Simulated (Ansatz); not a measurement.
NiO under changes of volume

One of the cells (9.076 Å³/atom); the others are scaled copies at fixed shape and fractional positions:

```xyz
2
Lattice="0.0000 2.0859 2.0859 2.0859 0.0000 2.0859 2.0859 2.0859 0.0000" Properties=species:S:1:pos:R:3 pbc="T T T"
Ni    0.0000    0.0000    0.0000
O     2.0859    2.0859    2.0859
```

* Program: Ansatz 0.2.0
* Functional: RPBE
* Potentials or basis: Ansatz PAW
* Cutoff: 420 eV (not typed: the program's choice for these potentials)
* k mesh: 11 × 11 × 11
* Occupations: fermi-dirac, width 0.05 eV
* Spin: collinear spin, ferromagnetic start
* Starting moments: [1.0, 0.0] μB

| volume (Å³/atom) | energy over the lowest point (meV/atom) | pressure (GPa) | moment (μB per cell) |
| --- | --- | --- | --- |
| 8.531 | 94.25 | 26.8 | 1.62 |
| 8.713 | 66.46 | 22.0 | 1.71 |
| 8.894 | 43.73 | 17.5 | 1.78 |
| 9.076 | 26.09 | 13.2 | 1.82 |
| 9.257 | ? | ? | ? |
| 9.439 | 4.68 | 5.7 | 1.89 |
| 9.620 | 0.00 | 2.4 | 1.92 |

**Question.** What does the run at 9.257 Å³/atom give?

**Answer.** Energy over the lowest point 13.28 meV/atom; pressure 9.3 GPa; moment 1.86 μB per cell.

Worked out: A Birch-Murnaghan fit of order 3 (a polynomial in V^(-2/3)) to the other rows has its minimum at 9.75 Å³/atom, just outside them, with B0 = V·E''(V) = 171 GPa (rough, since the energies scatter). It gives 13.22 meV/atom at 9.257 Å³/atom, against the run's 13.28, and -dE/dV = 9.5 GPa, against 9.3. A parabola through the other rows of the moment, of slope 0.197 μB per Å³/atom there, gives 1.87 μB, against the run's 1.86.

Energies are extrapolated to zero smearing.

Caveats: a cell with one magnetic atom can't hold antiferromagnetic order, which such compounds often take; the PAW data sets come from PBE, with cores solved anew for the run's functional, which leaves a small shift of forces and pressure.
